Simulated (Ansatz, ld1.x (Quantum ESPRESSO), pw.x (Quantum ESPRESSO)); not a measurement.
**From atom to crystal: TM potential for tin**

```
Element                 : tin
Generator               : ld1.x (Quantum ESPRESSO) 7.5
Type                    : norm-conserving Troullier–Martins (Kleinman–Bylander form)
Functional              : PBE
Relativity              : scalar-relativistic
Frozen core             : [Kr]
Valence charge          : 14
Reference configuration : 4d10 5s2 5p2
Partial waves           : 5p (bound): rc 2.80 bohr; 4d (bound): rc 1.60 bohr; 5s (bound): rc 1.70 bohr
Local potential         : the s channel
Core correction         : a·sin(br)/r model core inside 1.65 bohr
```

Atomic tests: cutoffs needed: 80 Ry and 140 Ry (the cutoffs (Ry, on a coarse ladder) from which the occupation-weighted sum of valence levels, in a spherical-Bessel basis at the reference potential, stays within 10 and 1 mRy of its value at 400 Ry); ghost test: no extra level below or beside the all-electron valence levels (p, d, s, f tested) (spherical-Bessel basis up to 400 Ry, 20 bohr box); configuration tests: 1 of 7 tests not solved or not reliable.

Crystal test: sc Sn in pw.x 7.5, no spin, 11³ k-points, Fermi–Dirac smearing 0.01 Ry, cutoffs 170/680 Ry. The reference is all-electron LAPW (Ansatz 0.2.0) with the same functional, mesh and smearing; V0 and B0 come from Birch–Murnaghan fits to the pressures at five volumes. Errors are pseudo minus all-electron; Δ is the rms difference of the E(V) curves that follow from these fits, minima aligned, over ±6 % about the mean V0. Mesh and smearing are coarse, so the numbers serve the comparison and aren't converged zero-temperature values; the lattice is a test structure that the element need not adopt.

```json
{"V (Å³/atom)": "28.358", "P all-electron (GPa)": "2.11", "P pseudo (GPa)": "3.19"}
{"V (Å³/atom)": "29.104", "P all-electron (GPa)": "0.76", "P pseudo (GPa)": "1.74"}
{"V (Å³/atom)": "29.850", "P all-electron (GPa)": "-0.40", "P pseudo (GPa)": "0.47"}
{"V (Å³/atom)": "30.596", "P all-electron (GPa)": "-1.41", "P pseudo (GPa)": "-0.62"}
{"V (Å³/atom)": "31.343", "P all-electron (GPa)": "-2.28", "P pseudo (GPa)": "-1.56"}
```

All-electron: a0 = 3.093 Å (V0 = 29.58 Å³/atom), B0 = 45.2 GPa.

Pseudopotential: mean pressure error (GPa): +0.89; a0 (Å): 3.113; a0 error (%): +0.65; B0 error (%): -1.4; Δ (meV/atom): 5.8. This is a poor potential for the solid. Atomic configuration tests: 1 of 7 tests not solved or not reliable.

At the middle volume, how do free energy and pressure move when the wave cutoff is lowered (ecutrho kept at four times it)?

```csv
cutoff (Ry),shift of F (meV/atom),shift of P (GPa)
76,+192.6,-9.81
102,+33.5,-0.12
136,+7.0,-0.18
```

The run at the middle volume (56 k-points, 7 iterations) took about 62 s on one core of a shared host (Neoverse-V1, 32 threads, 247 GiB, load 23).
